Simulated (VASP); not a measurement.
# Si (Fd-3m) in VASP: a series of runs, part 2 of 2

VASP 6.6.1. The steps go on from the part before.

## Step 3: Relaxation of cell and atoms, PBE

This run uses another cell than the first one, of 20.44 Å³/atom, 1.023 times its volume.

Contents of INCAR:

```
SYSTEM = Si
PREC     = Accurate       ! precision mode
ENCUT    = 600            ! plane-wave cutoff, eV
EDIFF    = 1E-7           ! SCF threshold, eV
ISMEAR   = 0              ! smearing method
SIGMA    = 0.03           ! smearing width, eV
LREAL    = .FALSE.        ! projectors in reciprocal space
LASPH    = .TRUE.         ! aspherical terms in the spheres
NELM     = 80             ! most SCF steps
ALGO     = Normal         ! electronic algorithm
ISIF     = 3              ! what is computed and relaxed
LWAVE    = .FALSE.        ! write WAVECAR
LCHARG   = .FALSE.        ! write CHGCAR
GGA      = PE             ! functional
IBRION   = 2              ! ionic algorithm
NSW      = 90             ! ionic steps
EDIFFG   = -0.005         ! ionic threshold
KPAR     = 2
```

Contents of KPOINTS:

```
regular mesh
0
G
  10 10 10
  0 0 0
```

Contents of POSCAR:

```
Si                                      
1.0
   -0.0000000000      2.7342968687      2.7342968687
    2.7342968687      0.0000000000      2.7342968687
    2.7342968687      2.7342968687     -0.0000000000
  Si            
     2
Direct
     0.7500000000000000    0.7500000000000000    0.7500000000000000
     0.5000000000000000    0.5000000000000000    0.5000000000000000
```

Potentials or basis: VASP PAW PBE potentials, release 64 (Si).

The run is started by

```console
> cat potpaw_PBE.64/Si/POTCAR > POTCAR
> mpirun -np 2 vasp_std > vasp.out
```

OUTCAR:

```text
SYSTEM = Si
   PREC = Accurate
   ENCUT = 600
   EDIFF = 1E-7
   ISMEAR = 0
   LREAL = .FALSE.
   LASPH = .TRUE.
   NELM = 80
   ISIF = 3
   GGA = PE
   IBRION = 2
   NSW = 90
   EDIFFG = -0.005

 ion  position               nearest neighbor table
   1  0.750  0.750  0.750-   2 2.37   2 2.37   2 2.37   2 2.37
   2  0.500  0.500  0.500-   1 2.37   1 2.37   1 2.37   1 2.37

  LATTYP: Found a face centered cubic cell.
 ALAT       =     5.4685937374

  Lattice vectors:

 A1 = (   0.0000000000,   2.7342968687,   2.7342968687)
 A2 = (   2.7342968687,   0.0000000000,   2.7342968687)
 A3 = (   2.7342968687,   2.7342968687,   0.0000000000)

Analysis of symmetry for initial positions (statically):
=====================================================================
 Subroutine PRICEL returns:
 Original cell was already a primitive cell.

 Routine SETGRP: Setting up the symmetry group for a
 face centered cubic supercell.

 Subroutine GETGRP returns: Found 48 space group operations
 (whereof 24 operations were pure point group operations)
 out of a pool of 48 trial point group operations.

The static configuration has the point symmetry T_d .
 The point group associated with its full space group is O_h .

Analysis of symmetry for dynamics (positions and initial velocities):
=====================================================================
 Subroutine PRICEL returns:
 Original cell was already a primitive cell.

 Routine SETGRP: Setting up the symmetry group for a
 face centered cubic supercell.

 Subroutine GETGRP returns: Found 48 space group operations
 (whereof 24 operations were pure point group operations)
 out of a pool of 48 trial point group operations.

The dynamic configuration has the point symmetry T_d .
 The point group associated with its full space group is O_h .

 Subroutine INISYM returns: Found 48 space group operations
 (whereof 24 operations are pure point group operations),
 and found     1 'primitive' translations

----------------------------------------------------------------------------------------

                                     Primitive cell

  volume of cell :      40.8853

  direct lattice vectors                    reciprocal lattice vectors
     0.000000000  2.734296869  2.734296869    -0.182862368  0.182862368  0.182862368
     2.734296869  0.000000000  2.734296869     0.182862368 -0.182862368  0.182862368
     2.734296869  2.734296869  0.000000000     0.182862368  0.182862368 -0.182862368

  length of vectors
     3.866879715  3.866879715  3.866879715     0.316726912  0.316726912  0.316726912

  position of ions in fractional coordinates (direct lattice)
     0.750000000  0.750000000  0.750000000
     0.500000000  0.500000000  0.500000000

  ion indices of the primitive-cell ions
   primitive index   ion index
                 1           1
                 2           2

----------------------------------------------------------------------------------------

 KPOINTS: regular mesh

Automatic generation of k-mesh.
 Grid dimensions read from file:
 generate k-points for:   10   10   10

 Generating k-lattice:

  Cartesian coordinates                     Fractional coordinates (reciprocal lattice)
    -0.018286237  0.018286237  0.018286237     0.100000000  0.000000000  0.000000000
     0.018286237 -0.018286237  0.018286237     0.000000000  0.100000000  0.000000000
     0.018286237  0.018286237 -0.018286237     0.000000000  0.000000000  0.100000000

  Length of vectors
     0.031672691  0.031672691  0.031672691

  Shift w.r.t. Gamma in fractional coordinates (k-lattice)
     0.000000000  0.000000000  0.000000000

 Subroutine IBZKPT returns following result:
 ===========================================

 Found     47 irreducible k-points:

 Following reciprocal coordinates:
            Coordinates               Weight
  0.000000  0.000000  0.000000      1.000000
  0.100000  0.000000  0.000000      8.000000
  0.200000  0.000000  0.000000      8.000000
  0.300000  0.000000  0.000000      8.000000
  0.400000  0.000000  0.000000      8.000000
  0.500000  0.000000  0.000000      4.000000
[... 16 lines left out ...]
  0.300000  0.300000  0.000000      6.000000
  0.400000  0.300000  0.000000     24.000000
 [... further k-points ...]
   k-points           NKPTS =     47   k-points in BZ     NKDIM =     47   number of bands    NBANDS=      8
   number of dos      NEDOS =    301   number of ions     NIONS =      2
   total plane-waves  NPLWV =  32768
   dimension x,y,z NGX =    32 NGY =   32 NGZ =   32
   dimension x,y,z NGXF=    64 NGYF=   64 NGZF=   64
   ions per type =               2
   NGX,Y,Z   is equivalent  to a cutoff of  13.76, 13.76, 13.76 a.u.
   NGXF,Y,Z  is equivalent  to a cutoff of  27.52, 27.52, 27.52 a.u.
 SYSTEM =  Si
   PREC   = accura    normal or accurate (medium, high low for compatibility)
   ISTART =      0    job   : 0-new  1-cont  2-samecut
   ICHARG =      2    charge: 1-file 2-atom 10-const
   ISPIN  =      1    spin polarized calculation?
   LNONCOLLINEAR =      F non collinear calculations
   LSORBIT =      F    spin-orbit coupling
   LASPH  =      T    aspherical Exc in radial PAW
   ENCUT  =  600.0 eV  44.10 Ry    6.64 a.u.   7.72  7.72  7.72*2*pi/ulx,y,z
   NELM   =     80;   NELMIN=  2; NELMDL= -5     # of ELM steps
   EDIFF  = 0.1E-06   stopping-criterion for ELM
   LREAL  =      F    real-space projection
   EDIFFG = -.5E-02   stopping-criterion for IOM
   NSW    =     90    number of steps for IOM
   IBRION =      2    ionic relax: 0-MD 1-quasi-New 2-CG
   NFREE  =      1    steps in history (QN), initial steepest desc. (CG)
   ISIF   =      3    stress and relaxation
   ISYM   =      2    0-nonsym 1-usesym 2-fastsym
   POTIM  = 0.5000    time-step for ionic-motion
   TEBEG  =    0.0;   TEEND  =   0.0 temperature during run
   PSTRESS=    0.0 pullay stress
   NELECT =       8.0000    total number of electrons
   NUPDOWN=      -1.0000    fix difference up-down
   EMIN   =  10.00;   EMAX   =-10.00  energy-range for DOS
   EFERMI =   0.00;   METHOD = LEGACY
   ISMEAR =     0;   SIGMA  =   0.03  broadening in eV -4-tet -1-fermi 0-gaus
   EFERMI_NEDOS =   21; number of points for ismear=-14 and -15
   IALGO  =     38    algorithm
   IMIX   =      4    mixing-type and parameters
     AMIX     =   0.40;   BMIX     =  1.00
     AMIX_MAG =   1.60;   BMIX_MAG =  1.00
  volume/ion in A,a.u.               =      20.44       137.95
  Fermi-wavevector in a.u.,A,eV,Ry     =   0.950421  1.796034 12.290133  0.903299
  Thomas-Fermi vector in A             =   2.078796
   LORBIT       =      0    0 simple, 1 ext, 2 COOP (PROOUT), +10 PAW based schemes
   GGA     = PE    functional components
   LHFCALC =     F    Hartree Fock is set to
   AEXX    =    0.0000 exact exchange contribution
   IVDW    =     0    specifies the selected vdW correction
   LEPSILON=     F    determine dielectric tensor
   LRPA    =     F    only Hartree local field effects (RPA)
 conjugate gradient relaxation of ions
 non-spin polarized calculation
 Gauss-broadening in eV      SIGMA  =   0.03
  energy-cutoff  :      600.00
  volume of cell :       40.89
 maximum number of plane-waves:      1387
   NGX = 15   NGY = 15   NGZ = 15

 number of electron       8.0000000 magnetization

 Free energy of the ion-electron system (eV)
  ---------------------------------------------------
  ext. energy  EPLUGINS =         0.00000000
  ---------------------------------------------------
  free energy    TOTEN  =       -10.84933445 eV

  energy without entropy =      -10.84933445  energy(sigma->0) =      -10.84933445

 E-fermi :   5.7958     XC(G=0):  -9.3274

 val. band max:        5.6169025911   @ k =   0.0000   0.0000   0.0000
 cond. band min:       6.2347195896   @ k =   0.4000   0.4000   0.0000
 fundamental gap:      0.6178169985
 Fermi energy:         5.7958352466

 k-point     1 :       0.0000    0.0000    0.0000
  band No.  band energies     occupation
      1      -6.1982      2.00000
      2       5.6169      2.00000
      3       5.6169      2.00000
      4       5.6169      2.00000
      5       8.1738      0.00000
      6       8.1738      0.00000
      7       8.1738      0.00000
      8       8.7517      0.00000
[... 243 lines left out ...]
 k-point    24 :       0.4000    0.3000    0.0000
  band No.  band energies     occupation
      1      -4.0754      2.00000
      2       0.2242      2.00000
      3       2.8233      2.00000
      4       3.2330      2.00000
      5       6.6938      0.00000
      6       7.8826      0.00000
      7      12.4725      0.00000
      8      12.6130      0.00000

 [... further k-points ...]
[... 5 lines left out ...]
  --------------------------------------------------------------------------------------
  -------------------------------------------------------------------------------------
  Total        0.0018060      0.0018060      0.0018060      0.0000000      0.0000000     -0.0000000
  in kB        0.0707716      0.0707716      0.0707716      0.0000000      0.0000000     -0.0000000
  external PRESSURE =       0.0707716 kB  Pullay stress =       0.0000000 kB

 VOLUME and BASIS-vectors are now :
 -----------------------------------------------------------------------------
  energy-cutoff  :      600.00
  volume of cell :       40.89
      direct lattice vectors                 reciprocal lattice vectors
     0.000000000  2.734296869  2.734296869    -0.182862368  0.182862368  0.182862368
     2.734296869  0.000000000  2.734296869     0.182862368 -0.182862368  0.182862368
     2.734296869  2.734296869  0.000000000     0.182862368  0.182862368 -0.182862368

 POSITION                                       TOTAL-FORCE (eV/Angst)
 -----------------------------------------------------------------------------------
      4.10145      4.10145      4.10145        -0.000000     -0.000000     -0.000000
      2.73430      2.73430      2.73430         0.000000      0.000000      0.000000
 -----------------------------------------------------------------------------------
    total drift:                               -0.000000     -0.000000     -0.000000

  FREE ENERGIE OF THE ION-ELECTRON SYSTEM (eV)
  ---------------------------------------------------
  free  energy   TOTEN  =       -10.8493344529 eV

  energy  without entropy=      -10.8493344529  energy(sigma->0) =      -10.84933445

 reached required accuracy - stopping structural energy minimisation
```

Wall time 4 s (2 MPI ranks of Intel Xeon 6975P-C (Granite Rapids), shared host); peak memory 0.16 GiB.

Results:

```
Free energy             : -10.8493 eV
Pressure after relaxing : 0.0 GPa
Band gap on the k mesh  : 0.62 eV, indirect (least direct gap 2.56 eV)
```

Final structure:
```cif
data_structure
_symmetry_space_group_name_H-M 'P 1'
_symmetry_Int_Tables_number 1
_cell_length_a 3.8669
_cell_length_b 3.8669
_cell_length_c 3.8669
_cell_angle_alpha 60.000
_cell_angle_beta 60.000
_cell_angle_gamma 60.000
_cell_volume 40.89
loop_
_atom_site_label
_atom_site_type_symbol
_atom_site_fract_x
_atom_site_fract_y
_atom_site_fract_z
_atom_site_occupancy
Si1 Si 0.75000 0.75000 0.75000 1
Si2 Si 0.50000 0.50000 0.50000 1
```

Caveat: the relaxation stopped at its first step, so nothing moved. A k mesh can miss the band edges.

## Step 4: Relaxation of cell and atoms, PBE

Contents of INCAR:

```
PREC     = Accurate       # precision mode
ENCUT    = 600            # plane-wave cutoff, eV
EDIFF    = 1E-6           # SCF threshold, eV
ISMEAR   = 0              # smearing method
SIGMA    = 0.03           # smearing width, eV
LREAL    = False          # projectors in reciprocal space
LASPH    = True           # aspherical terms in the spheres
NELM     = 80             # most SCF steps
ALGO     = Normal         # electronic algorithm
ISIF     = 3              # what is computed and relaxed
LWAVE    = False          # write WAVECAR
LCHARG   = False          # write CHGCAR
GGA      = PE             # functional
IBRION   = 2              # ionic algorithm
NSW      = 90             # ionic steps
EDIFFG   = -0.01          # ionic threshold
```

Contents of KPOINTS:

```
Automatic mesh
0
Gamma
  10 10 10
```

Contents of POSCAR:

```
Si
1.0
    0.0000000000      2.7135600000      2.7135600000
    2.7135600000      0.0000000000      2.7135600000
    2.7135600000      2.7135600000      0.0000000000
Si
2
Direct
    0.7500000000      0.7500000000      0.7500000000
    0.5000000000      0.5000000000      0.5000000000
```

The run is started by

```console
> cat potpaw_PBE.64/Si/POTCAR > POTCAR
> mpirun -np 1 vasp_std > vasp.out
```

Wall time 19 s (1 thread of Intel Xeon Platinum 8488C (Sapphire Rapids), shared host); peak memory 0.17 GiB.

It converged, with:

```yaml
Free_energy: -10.8493 eV
Relaxed_volume: 20.44 Å³/atom
Relaxed_cell: a = 3.867 Å, b = 3.867 Å, c = 3.867 Å, α = 60.00°, β = 60.00°, γ = 60.00°
Space_group_after_relaxing_to_0.05_Å: Fd-3m (No. 227)
Energy_gained_by_relaxing: 3.0 meV/atom
Ionic_steps: 3
Pressure_after_relaxing: 0.0 GPa
Band_gap_on_the_k_mesh: 0.62 eV, indirect (least direct gap 2.56 eV)
```

The path:
```
step  energy change (eV)  largest force (eV/Å)  pressure (GPa)  volume (Å³)
   1              0.0000                0.0000            2.15        39.96
   2             -0.0033                0.0000           -1.34        41.53
   3             -0.0060                0.0000            0.01        40.89
```

Final structure:
```
Si
1.0
     0.00000    2.73430    2.73430
     2.73430    0.00000    2.73430
     2.73430    2.73430    0.00000
Si
2
Direct
  0.75000 0.75000 0.75000
  0.50000 0.50000 0.50000
```

Levels at points of the mesh, in eV from the valence-band top:
| k point | band 1 | band 2 | band 3 | band 4 | band 5 | band 6 | band 7 | band 8 |
| --- | --- | --- | --- | --- | --- | --- | --- | --- |
| (0.00, 0.00, 0.00) | -11.82 | 0.00 | 0.00 | 0.00 | 2.56 | 2.56 | 2.56 | 3.13 |
| (0.50, 0.00, 0.00) | -9.54 | -6.87 | -1.18 | -1.18 | 1.47 | 3.35 | 3.35 | 7.70 |
| (0.50, 0.50, 0.00) | -7.75 | -7.75 | -2.79 | -2.79 | 0.75 | 0.75 | 9.94 | 9.94 |

## Step 5: Relaxation of cell and atoms, PBE

This run uses another cell than the first one, of 20.44 Å³/atom, 1.023 times its volume.

Edit INCAR of step 4 so:

```diff
@@ -2,3 +2,3 @@
 ENCUT    = 600            # plane-wave cutoff, eV
-EDIFF    = 1E-6           # SCF threshold, eV
+EDIFF    = 1E-7           # SCF threshold, eV
 ISMEAR   = 0              # smearing method
@@ -15,2 +15,2 @@
 NSW      = 90             # ionic steps
-EDIFFG   = -0.01          # ionic threshold
+EDIFFG   = -0.005         # ionic threshold
```

KPOINTS is that of step 4.

Contents of POSCAR:

```
Si                                      
1.0
    0.0000000000      2.7342968687      2.7342968687
    2.7342968687      0.0000000000      2.7342968687
    2.7342968687      2.7342968687      0.0000000000
  Si            
     2
Direct
     0.7500000000000000    0.7500000000000000    0.7500000000000000
     0.5000000000000000    0.5000000000000000    0.5000000000000000
```

The run is started by

```console
> cat potpaw_PBE.64/Si/POTCAR > POTCAR
> mpirun -np 1 vasp_std > vasp.out
```

Wall time 12 s (1 thread of Intel Xeon Platinum 8488C (Sapphire Rapids), shared host); peak memory 0.17 GiB.

Results (log left out):

| Property | Result |
| --- | --- |
| Free energy | -10.8493 eV |
| Pressure after relaxing | 0.0 GPa |
| Band gap on the k mesh | 0.62 eV, indirect (least direct gap 2.56 eV) |

Final structure:
```yaml
crystal:
  lattice:
    - [0.00000, 2.73430, 2.73430]
    - [2.73430, 0.00000, 2.73430]
    - [2.73430, 2.73430, 0.00000]
  atoms:
    - { symbol: Si, position: [0.75000, 0.75000, 0.75000] }
    - { symbol: Si, position: [0.50000, 0.50000, 0.50000] }
```

Levels at points of the mesh, in eV from the valence-band top:
| k point | band 1 | band 2 | band 3 | band 4 | band 5 | band 6 | band 7 | band 8 |
| --- | --- | --- | --- | --- | --- | --- | --- | --- |
| (0.00, 0.00, 0.00) | -11.82 | 0.00 | 0.00 | 0.00 | 2.56 | 2.56 | 2.56 | 3.13 |
| (0.50, 0.00, 0.00) | -9.54 | -6.87 | -1.18 | -1.18 | 1.47 | 3.35 | 3.35 | 7.70 |
| (0.50, 0.50, 0.00) | -7.75 | -7.75 | -2.79 | -2.79 | 0.75 | 0.75 | 9.94 | 9.94 |

Caveat: the relaxation stopped at its first step, so nothing moved.
